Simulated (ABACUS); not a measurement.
**W under changes of volume**

One of the cells (15.848 Å³/atom); the others are scaled copies at fixed shape and fractional positions:

```
CELL_PARAMETERS angstrom
-1.58234 1.58234 1.58234
1.58234 -1.58234 1.58234
1.58234 1.58234 -1.58234
ATOMIC_POSITIONS crystal
W 0.00000 0.00000 0.00000
```

* Program: ABACUS 3.10.1
* Functional: PBE
* Potentials or basis: PseudoDojo NC SR 0.4.1 PBE standard
* Cutoff: 1007 eV
* Density cutoff: 4027 eV
* Basis: plane waves
* k mesh: 12 × 12 × 12
* Occupations: fermi-dirac, width 0.05 eV
* Spin: no spin polarisation

```tsv
volume (Å³/atom)	energy over the lowest point (meV/atom)	pressure (GPa)
14.897	?	?
15.214	57.08	20.2
15.531	24.45	12.8
15.848	5.84	6.0
16.165	0.00	-0.2
16.482	5.83	-5.8
16.798	22.28	-11.0
```

**Question.** What does the run at 14.897 Å³/atom give?

**Answer.** Energy over the lowest point 105.15 meV/atom; pressure 28.4 GPa.

Worked out: A Birch-Murnaghan fit of order 3 (a polynomial in V^(-2/3)) to the other rows has its minimum at 16.16 Å³/atom with B0 = V·E''(V) = 301 GPa and B' = 3.6. It gives 105.04 meV/atom at 14.897 Å³/atom, against the run's 105.15, and -dE/dV = 28.4 GPa, against 28.4.

Energies are extrapolated to zero smearing.
